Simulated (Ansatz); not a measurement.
A relaxation computed with Ansatz, from input to last step.

```yaml
crystal:
  lattice:
    - [2.4922595136, 0.0, 0.0]
    - [-1.2461297568, 2.1583600516, 0.0]
    - [0.0, 0.0, 12.1012627439]
  atoms:
    - { symbol: Co, position: [0.0, 0.0, 0.0], spin: 1.84 }
    - { symbol: Co, position: [0.3333333333, 0.6666666667, 0.1666666667], spin: 1.84 }
    - { symbol: Co, position: [0.0, 0.0, 0.3333333333], spin: 1.84 }
    - { symbol: Co, position: [0.3333333333, 0.6666666667, 0.5], spin: 1.84 }
    - { symbol: Co, position: [0.6666666667, 0.3333333333, 0.6666666667], spin: 1.84 }
    - { symbol: Co, position: [0.3333333333, 0.6666666667, 0.8333333333], spin: 1.84 }
basis:
  ecutwfc: 420
kpoints:
  mp_grid: { grid: [18, 18, 4] }
hamiltonian:
  xc: pbe
scf:
  occupations: { method: gaussian, width: 0.1 }
output:
  forces: true
  stress: true
  eigenvalues: true
  populations: true
  write_density: true
  write_potential: true
  elf: true
  volumetric_format: npy
magnetization:
  spin_polarized: true
relax:
  adjacent_minimum: "off"
  f_tol: 0.01
  max_steps: 45
  cell: { stress_tol: 0.05 }
```

```bash
ansatz run input.yaml --threads 2 --pin off --max-ram 4096MiB --backend cpu --events-out ev --progress --plain --runs-dir out
```

Computed with DFT PBE, scalar-relativistic, plane waves, PAW in Ansatz.

Of 4 frames 4 are shown, positions in Å and forces in eV/Å; the SCF threshold varies from step to step. Steps run on the plane waves of an earlier cell, with a Pulay correction in the pressure. The basis is chosen afresh for the last frame, the zero of the energies, and can be on the way; energy and pressure step there, also at an unchanged geometry.

```xyz
6
Lattice="2.4923 0.0000 0.0000 -1.2461 2.1584 0.0000 0.0000 0.0000 12.1013" Properties=species:S:1:pos:R:3:forces:R:3 pbc="T T T" step=1 free_energy_over_end_meV_per_atom=0.11 pressure_GPa=0.38
Co    0.0000    0.0000    0.0000    0.0000    0.0000    0.0360
Co    0.0000    1.4389    2.0169    0.0000    0.0000    0.0000
Co    0.0000    0.0000    4.0338    0.0000    0.0000   -0.0360
Co    0.0000    1.4389    6.0506    0.0000    0.0000   -0.0190
Co    1.2461    0.7195    8.0675    0.0000    0.0000    0.0000
Co    0.0000    1.4389   10.0844    0.0000    0.0000    0.0190
6
Lattice="2.4921 0.0000 0.0000 -1.2460 2.1582 0.0000 0.0000 0.0000 12.1144" Properties=species:S:1:pos:R:3:forces:R:3 pbc="T T T" step=2 free_energy_over_end_meV_per_atom=0.04 pressure_GPa=0.18
Co    0.0000    0.0000    0.0022    0.0000    0.0000    0.0190
Co    0.0000    1.4388    2.0191    0.0000    0.0000    0.0000
Co    0.0000    0.0000    4.0359    0.0000    0.0000   -0.0190
Co    0.0000    1.4388    6.0554    0.0000    0.0000   -0.0100
Co    1.2460    0.7194    8.0763    0.0000    0.0000    0.0000
Co    0.0000    1.4388   10.0971    0.0000    0.0000    0.0100
6
Lattice="2.4916 0.0000 0.0000 -1.2458 2.1578 0.0000 0.0000 0.0000 12.1286" Properties=species:S:1:pos:R:3:forces:R:3 pbc="T T T" step=3 free_energy_over_end_meV_per_atom=0.02 pressure_GPa=0.01
Co    0.0000    0.0000    0.0048    0.0000    0.0000    0.0000
Co    0.0000    1.4385    2.0214    0.0000    0.0000    0.0000
Co    0.0000    0.0000    4.0381    0.0000    0.0000    0.0000
Co    0.0000    1.4385    6.0604    0.0000    0.0000    0.0000
Co    1.2458    0.7193    8.0857    0.0000    0.0000    0.0000
Co    0.0000    1.4385   10.1111    0.0000    0.0000    0.0000
6
Lattice="2.4916 0.0000 0.0000 -1.2458 2.1578 0.0000 0.0000 0.0000 12.1286" Properties=species:S:1:pos:R:3:forces:R:3 pbc="T T T" step=4 free_energy_over_end_meV_per_atom=0.00 pressure_GPa=0.01
Co    0.0000    0.0000    0.0048    0.0000    0.0000    0.0000
Co    0.0000    1.4385    2.0214    0.0000    0.0000    0.0000
Co    0.0000    0.0000    4.0381    0.0000    0.0000    0.0000
Co    0.0000    1.4385    6.0604    0.0000    0.0000    0.0000
Co    1.2458    0.7193    8.0857    0.0000    0.0000    0.0000
Co    0.0000    1.4385   10.1111    0.0000    0.0000    0.0000
```

The run took 11 min on 2 threads of Arm Neoverse N1 (shared host), peak memory 0.92 GiB.